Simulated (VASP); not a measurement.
# CO2 (I-42d) in VASP: equation of state

Aim: energy against volume of CO2 in PBEsol, for its equilibrium volume and stiffness.

Everything below comes from runs of VASP 6.6.1. Logs are shortened: lines on timing, memory, paths and dates and some standing lists are left out, and cuts for length are marked.

## (1) The crystal as given

It takes space group I-42d (No. 122, tetragonal). Conventional cell: a = 3.949 Å, b = 3.949 Å, c = 6.028 Å, α = 90.00°, β = 90.00°, γ = 90.00°. Around O (site symmetry 2) lie 2 C at 1.40 Å. C (site symmetry -4) is surrounded by 4 O at 1.40 Å.

The cell comes from a database or a generator and needn't be the stable form of this composition.

## (2) Equation of state, PBEsol, 7.37 Å³/atom (volume scaled by 0.94)

Contents of INCAR:

```
SYSTEM = CO2
PREC     = Accurate       ! precision mode
ENCUT    = 520            ! plane-wave cutoff, eV
EDIFF    = 1E-7           ! SCF threshold, eV
ISMEAR   = -1             ! smearing method
SIGMA    = 0.05           ! smearing width, eV
LREAL    = .False.        ! projectors in reciprocal space
LASPH    = .True.         ! aspherical terms in the spheres
NELM     = 100            ! most SCF steps
ALGO     = Normal         ! electronic algorithm
ISIF     = 2              ! what is computed and relaxed
LWAVE    = .False.        ! write WAVECAR
LCHARG   = .False.        ! write CHGCAR
GGA      = PS             ! functional
NBANDS   = 25             ! bands
KPAR     = 2
```

Contents of KPOINTS:

```
regular mesh
0
Gamma
  9 9 9
  0 0 0
```

Contents of POSCAR:

```
CO2
1.0
   -1.9344151377      1.9344151377      2.9525293477
    1.9344151377     -1.9344151377      2.9525293477
    1.9344151377      1.9344151377     -2.9525293477
O C
4 2
Direct
    0.8750000000      0.9597980000      0.5847980000
    0.3750000000      0.2902020000      0.4152020000
    0.0402020000      0.6250000000      0.9152020000
    0.7097980000      0.1250000000      0.0847980000
    0.0000000000      0.0000000000      0.0000000000
    0.7500000000      0.2500000000      0.5000000000
```

Potentials or basis: VASP PAW PBE potentials, release 64 (O, C).

Run with:

```
> cat potpaw_PBE.64/O/POTCAR potpaw_PBE.64/C/POTCAR > POTCAR
> mpirun -np 2 vasp_std > vasp.out
```

OUTCAR:

```text
SYSTEM = CO2
   PREC = Accurate
   ENCUT = 520
   EDIFF = 1E-7
   ISMEAR = -1
   LREAL = .False.
   LASPH = .True.
   NELM = 100
   ISIF = 2
   GGA = PS

 Found     75 irreducible k-points:

 Following reciprocal coordinates:
            Coordinates               Weight
  0.000000  0.000000  0.000000      1.000000
  0.111111  0.000000  0.000000      8.000000
  0.222222  0.000000 -0.000000      8.000000
  0.333333 -0.000000  0.000000      8.000000
  0.444444  0.000000 -0.000000      8.000000
  0.111111  0.111111  0.000000      8.000000
   k-points           NKPTS =     75   k-points in BZ     NKDIM =     75   number of bands    NBANDS=     25
   number of dos      NEDOS =    301   number of ions     NIONS =      6
   total plane-waves  NPLWV =  27000
   dimension x,y,z NGX =    30 NGY =   30 NGZ =   30
   dimension x,y,z NGXF=    60 NGYF=   60 NGZF=   60
   ions per type =               4   2
   NGX,Y,Z   is equivalent  to a cutoff of  12.39, 12.39, 12.39 a.u.
   NGXF,Y,Z  is equivalent  to a cutoff of  24.78, 24.78, 24.78 a.u.
 SYSTEM =  CO2
   PREC   = accura    normal or accurate (medium, high low for compatibility)
   ISTART =      0    job   : 0-new  1-cont  2-samecut
   ICHARG =      2    charge: 1-file 2-atom 10-const
   ISPIN  =      1    spin polarized calculation?
   LNONCOLLINEAR =      F non collinear calculations
   LSORBIT =      F    spin-orbit coupling
   LASPH  =      T    aspherical Exc in radial PAW
   ENCUT  =  520.0 eV  38.22 Ry    6.18 a.u.   7.48  7.48  7.48*2*pi/ulx,y,z
   NELM   =    100;   NELMIN=  2; NELMDL= -5     # of ELM steps
   EDIFF  = 0.1E-06   stopping-criterion for ELM
[... 8 lines left out ...]
   TEBEG  =    0.0;   TEEND  =   0.0 temperature during run
   PSTRESS=    0.0 pullay stress
   NELECT =      32.0000    total number of electrons
   NUPDOWN=      -1.0000    fix difference up-down
   EMIN   =  10.00;   EMAX   =-10.00  energy-range for DOS
   EFERMI =   0.00;   METHOD = LEGACY
   ISMEAR =    -1;   SIGMA  =   0.05  broadening in eV -4-tet -1-fermi 0-gaus
   EFERMI_NEDOS =   21; number of points for ismear=-14 and -15
   IALGO  =     38    algorithm
   IMIX   =      4    mixing-type and parameters
     AMIX     =   0.40;   BMIX     =  1.00
     AMIX_MAG =   1.60;   BMIX_MAG =  1.00
  volume/ion in A,a.u.               =       7.37        49.70
  Fermi-wavevector in a.u.,A,eV,Ry     =   1.470078  2.778044 29.403939  2.161129
  Thomas-Fermi vector in A             =   2.585378
   LORBIT       =      0    0 simple, 1 ext, 2 COOP (PROOUT), +10 PAW based schemes
   GGA     = PS    functional components
   LHFCALC =     F    Hartree Fock is set to
   AEXX    =    0.0000 exact exchange contribution
   IVDW    =     0    specifies the selected vdW correction
   LEPSILON=     F    determine dielectric tensor
   LRPA    =     F    only Hartree local field effects (RPA)
 non-spin polarized calculation
  energy-cutoff  :      520.00
  volume of cell :       44.19
 maximum number of plane-waves:      1205
 NGX is ok and might be reduce to    30
   NGX = 15   NGY = 15   NGZ = 15

 number of electron      31.9999981 magnetization

 Free energy of the ion-electron system (eV)
  ---------------------------------------------------
  ext. energy  EPLUGINS =         0.00000000
  ---------------------------------------------------
  free energy    TOTEN  =       -46.02515130 eV

  energy without entropy =      -46.02515130  energy(sigma->0) =      -46.02515130

 E-fermi :   3.7938     XC(G=0): -11.6649

 val. band max:        2.7381993409   @ k =   0.4444   0.0000  -0.0000
 cond. band min:      10.5024975722   @ k =   0.0000   0.0000   0.0000
 fundamental gap:      7.7642982313
 Fermi energy:         3.7937876171

 k-point     1 :       0.0000    0.0000    0.0000
  band No.  band energies     occupation
      1     -21.9162      2.00000
      2     -16.4453      2.00000
      3     -16.4453      2.00000
      4     -15.7879      2.00000
      5     -12.2917      2.00000
      6      -7.4373      2.00000
      7      -7.4373      2.00000
      8      -6.1581      2.00000
      9      -1.9503      2.00000
     10      -0.9466      2.00000
     11      -0.0053      2.00000
     12       1.4701      2.00000
     13       1.4701      2.00000
     14       1.8153      2.00000
     15       1.8153      2.00000
     16       2.2391      2.00000
     17      10.5025      0.00000
     18      12.4554      0.00000
     19      12.4554      0.00000
     20      12.8180      0.00000
     21      15.5557      0.00000
     22      15.6958      0.00000
     23      16.8228      0.00000
     24      18.3258      0.00000
     25      18.3258      0.00000

 k-point     2 :       0.1111    0.0000    0.0000
  band No.  band energies     occupation
      1     -21.8313      2.00000
      2     -16.6562      2.00000
      3     -16.4700      2.00000
      4     -15.9119      2.00000
      5     -12.0038      2.00000
      6      -7.4191      2.00000
      7      -7.3867      2.00000
      8      -6.1017      2.00000
      9      -1.9944      2.00000
     10      -0.8088      2.00000
     11       0.0024      2.00000
     12       1.3197      2.00000
     13       1.5193      2.00000
     14       1.6450      2.00000
     15       1.8271      2.00000
     16       2.1392      2.00000
     17      10.6744      0.00000
     18      12.4288      0.00000
     19      12.4984      0.00000
     20      13.0818      0.00000
     21      15.2680      0.00000
     22      15.8600      0.00000
     23      16.7310      0.00000
     24      18.2991      0.00000
     25      18.5206      0.00000

 k-point     3 :       0.2222    0.0000   -0.0000
  band No.  band energies     occupation
      1     -21.5885      2.00000
      2     -17.2744      2.00000
      3     -16.5237      2.00000
      4     -16.0595      2.00000
      5     -11.3975      2.00000
      6      -7.3921      2.00000
      7      -7.1942      2.00000
      8      -5.9637      2.00000
      9      -2.0376      2.00000
     10      -0.5181      2.00000
     11       0.0167      2.00000
     12       0.5357      2.00000
     13       1.2282      2.00000
     14       1.7527      2.00000
     15       1.8687      2.00000
     16       2.1984      2.00000
     17      11.0340      0.00000
     18      12.4359      0.00000
     19      12.5661      0.00000
     20      13.6299      0.00000
     21      15.0112      0.00000
     22      15.9873      0.00000
     23      16.6195      0.00000
     24      18.0845      0.00000
     25      18.7240      0.00000

 k-point     4 :       0.3333   -0.0000    0.0000
  band No.  band energies     occupation
      1     -21.2359      2.00000
      2     -18.0152      2.00000
      3     -16.5715      2.00000
      4     -16.1624      2.00000
      5     -10.8400      2.00000
      6      -7.3419      2.00000
      7      -6.8544      2.00000
      8      -5.8541      2.00000
      9      -1.9399      2.00000
     10      -0.6118      2.00000
     11      -0.3512      2.00000
     12       0.2250      2.00000
     13       0.9112      2.00000
     14       1.6106      2.00000
     15       2.0216      2.00000
     16       2.5303      2.00000
     17      11.2647      0.00000
     18      12.5673      0.00000
     19      12.7703      0.00000
     20      13.7668      0.00000
     21      15.1648      0.00000
     22      16.2514      0.00000
     23      16.4652      0.00000
     24      17.6919      0.00000
     25      18.5524      0.00000

 k-point     5 :       0.4444    0.0000   -0.0000
  band No.  band energies     occupation
      1     -20.9174      2.00000
      2     -18.5580      2.00000
      3     -16.5953      2.00000
      4     -16.2255      2.00000
      5     -10.5343      2.00000
      6      -7.2840      2.00000
      7      -6.4886      2.00000
      8      -5.8726      2.00000
      9      -1.6916      2.00000
     10      -1.3238      2.00000
     11      -0.5774      2.00000
     12       0.4307      2.00000
     13       0.8444      2.00000
     14       1.2922      2.00000
     15       2.2487      2.00000
     16       2.7382      2.00000
     17      11.3244      0.00000
     18      12.7209      0.00000
     19      13.0435      0.00000
     20      13.5633      0.00000
     21      15.5642      0.00000
     22      16.0234      0.00000
     23      16.5971      0.00000
     24      17.5657      0.00000
     25      18.3994      0.00000

 k-point     6 :       0.1111    0.1111    0.0000
  band No.  band energies     occupation
      1     -21.6943      2.00000
      2     -16.9605      2.00000
      3     -16.5167      2.00000
      4     -16.0875      2.00000
      5     -11.5764      2.00000
      6      -7.4780      2.00000
      7      -7.1368      2.00000
      8      -6.0966      2.00000
      9      -1.9766      2.00000
     10      -0.6693      2.00000
     11      -0.0670      2.00000
     12       0.8898      2.00000
     13       1.3711      2.00000
     14       1.7882      2.00000
     15       1.8562      2.00000
     16       2.0599      2.00000
     17      10.9648      0.00000
     18      12.3405      0.00000
     19      12.5475      0.00000
     20      13.4188      0.00000
     21      15.0143      0.00000
     22      16.0923      0.00000
     23      16.5487      0.00000
     24      18.3427      0.00000
     25      18.4586      0.00000

 [... further k-points ...]

------------------------ aborting loop because EDIFF is reached ----------------------------------------

  FORCE on cell =-STRESS in cart. coord.  units (eV):
  Direction    XX          YY          ZZ          XY          YZ          ZX
  --------------------------------------------------------------------------------------
  -------------------------------------------------------------------------------------
  Total        3.8568390      3.8568390      2.9799781      0.0000000      0.0000000      0.0000000
  in kB      139.8261855    139.8261855    108.0363935      0.0000000      0.0000000      0.0000000
  external PRESSURE =     129.2295881 kB  Pullay stress =       0.0000000 kB

 VOLUME and BASIS-vectors are now :
 -----------------------------------------------------------------------------
  energy-cutoff  :      520.00
  volume of cell :       44.19
      direct lattice vectors                 reciprocal lattice vectors
    -1.934415138  1.934415138  2.952529348     0.000000000  0.258476058  0.169346327
     1.934415138 -1.934415138  2.952529348     0.258476058  0.000000000  0.169346327
     1.934415138  1.934415138 -2.952529348     0.258476058  0.258476058  0.000000000

 POSITION                                       TOTAL-FORCE (eV/Angst)
 -----------------------------------------------------------------------------------
      1.29528      0.96721      3.69066        -0.812694     -0.000000      0.000000
      0.63914      0.96721      0.73813         0.812694     -0.000000     -0.000000
      2.90162      0.63914     -0.73813        -0.000000      0.812694     -0.000000
     -0.96721      1.29528      2.21440         0.000000     -0.812694      0.000000
      0.00000      0.00000      0.00000        -0.000000     -0.000000      0.000000
      0.00000      1.93442      1.47626         0.000000     -0.000000     -0.000000
 -----------------------------------------------------------------------------------
    total drift:                               -0.000001     -0.000001     -0.000001

  FREE ENERGIE OF THE ION-ELECTRON SYSTEM (eV)
  ---------------------------------------------------
  free  energy   TOTEN  =       -46.0251512972 eV

  energy  without entropy=      -46.0251512971  energy(sigma->0) =      -46.02515130
```

Run time: 47 s. Hardware: 2 MPI ranks of Intel Xeon Platinum 8259CL at 2.50GHz (Skylake/Cascade Lake), shared host; peak memory 0.19 GiB.

What came out:

```
Free energy            : -46.0252 eV
Pressure               : 12.9 GPa
Largest force          : 0.813 eV/Å
Band gap on the k mesh : 7.76 eV, indirect (least direct gap 8.26 eV)
```

Caveat: the PAW data sets were made with another functional, which shifts forces and pressure a little; an odd mesh through Γ misses points on the zone boundary, where band edges often lie.

## (3) Equation of state, PBEsol, 7.52 Å³/atom (volume scaled by 0.96)

INCAR is that of step 2.

KPOINTS is that of step 2.

POSCAR, as its differences from that of step 2:

```diff
@@ -2,5 +2,5 @@
 1.0
-   -1.9344151377      1.9344151377      2.9525293477
-    1.9344151377     -1.9344151377      2.9525293477
-    1.9344151377      1.9344151377     -2.9525293477
+   -1.9480382284      1.9480382284      2.9733224929
+    1.9480382284     -1.9480382284      2.9733224929
+    1.9480382284      1.9480382284     -2.9733224929
 O C
```

Potentials or basis: VASP PAW PBE potentials, release 64 (O, C).

Run with:

```
> cat potpaw_PBE.64/O/POTCAR potpaw_PBE.64/C/POTCAR > POTCAR
> mpirun -np 2 vasp_std > vasp.out
```

It took 47 s on 2 MPI ranks of Intel Xeon Platinum 8259CL at 2.50GHz (Skylake/Cascade Lake), shared host; peak memory 0.19 GiB.

The run converged. Its results:

| Property | Result |
| --- | --- |
| Free energy | -46.0840 eV |
| Pressure | 6.3 GPa |
| Largest force | 0.476 eV/Å |
| Band gap on the k mesh | 7.69 eV, indirect (least direct gap 8.18 eV) |

Caveat: the PAW data sets were made with another functional, which shifts forces and pressure a little; an odd mesh through Γ misses points on the zone boundary, where band edges often lie.

## (4) Equation of state, PBEsol, 7.68 Å³/atom (volume scaled by 0.98)

INCAR is that of step 3.

KPOINTS is that of step 3.

POSCAR, as its differences from that of step 3:

```diff
@@ -2,5 +2,5 @@
 1.0
-   -1.9480382284      1.9480382284      2.9733224929
-    1.9480382284     -1.9480382284      2.9733224929
-    1.9480382284      1.9480382284     -2.9733224929
+   -1.9614733993      1.9614733993      2.9938288133
+    1.9614733993     -1.9614733993      2.9938288133
+    1.9614733993      1.9614733993     -2.9938288133
 O C
```

Run with:

```
> cat potpaw_PBE.64/O/POTCAR potpaw_PBE.64/C/POTCAR > POTCAR
> mpirun -np 2 vasp_std > vasp.out
```

Run time: 48 s. Hardware: 2 MPI ranks of Intel Xeon Platinum 8259CL at 2.50GHz (Skylake/Cascade Lake), shared host; peak memory 0.19 GiB.

The run converged. Its results:

| Property | Result |
| --- | --- |
| Free energy | -46.1061 eV |
| Pressure | 0.4 GPa |
| Largest force | 0.166 eV/Å |
| Band gap on the k mesh | 7.62 eV, indirect (least direct gap 8.09 eV) |

Caveat: the PAW data sets were made with another functional, which shifts forces and pressure a little; an odd mesh through Γ misses points on the zone boundary, where band edges often lie.

## (5) Equation of state, PBEsol, 7.99 Å³/atom (volume scaled by 1.02)

INCAR is that of step 4.

KPOINTS is that of step 4.

POSCAR, as its differences from that of step 4:

```diff
@@ -2,5 +2,5 @@
 1.0
-   -1.9614733993      1.9614733993      2.9938288133
-    1.9614733993     -1.9614733993      2.9938288133
-    1.9614733993      1.9614733993     -2.9938288133
+   -1.9878050434      1.9878050434      3.0340192307
+    1.9878050434     -1.9878050434      3.0340192307
+    1.9878050434      1.9878050434     -3.0340192307
 O C
```

Run with:

```
> cat potpaw_PBE.64/O/POTCAR potpaw_PBE.64/C/POTCAR > POTCAR
> mpirun -np 2 vasp_std > vasp.out
```

It took 59 s on 2 MPI ranks of Intel Xeon Platinum 8259CL at 2.50GHz (Skylake/Cascade Lake), shared host; peak memory 0.2 GiB.

It converged, with:

```
Free energy            : -46.0544 eV
Pressure               : -9.7 GPa
Largest force          : 0.385 eV/Å
Band gap on the k mesh : 7.45 eV, indirect (least direct gap 7.87 eV)
```

Caveat: the PAW data sets were made with another functional, which shifts forces and pressure a little; an odd mesh through Γ misses points on the zone boundary, where band edges often lie.

## (6) Equation of state, PBEsol, 8.15 Å³/atom (volume scaled by 1.04)

INCAR is that of step 5.

KPOINTS is that of step 5.

POSCAR, as its differences from that of step 5:

```diff
@@ -2,5 +2,5 @@
 1.0
-   -1.9878050434      1.9878050434      3.0340192307
-    1.9878050434     -1.9878050434      3.0340192307
-    1.9878050434      1.9878050434     -3.0340192307
+   -2.0007132300      2.0007132300      3.0537212064
+    2.0007132300     -2.0007132300      3.0537212064
+    2.0007132300      2.0007132300     -3.0537212064
 O C
```

Potentials or basis: VASP PAW PBE potentials, release 64 (O, C).

Run with:

```
> cat potpaw_PBE.64/O/POTCAR potpaw_PBE.64/C/POTCAR > POTCAR
> mpirun -np 2 vasp_std > vasp.out
```

Run time: 51 s. Hardware: 2 MPI ranks of Intel Xeon Platinum 8259CL at 2.50GHz (Skylake/Cascade Lake), shared host; peak memory 0.2 GiB.

It converged, with:

| Item | Value |
| --- | --- |
| Free energy | -45.9870 eV |
| Pressure | -14.0 GPa |
| Largest force | 0.628 eV/Å |
| Band gap on the k mesh | 7.36 eV, indirect (least direct gap 7.73 eV) |

Caveat: the PAW data sets were made with another functional, which shifts forces and pressure a little; an odd mesh through Γ misses points on the zone boundary, where band edges often lie.

(Continued in part 2 of 2.)
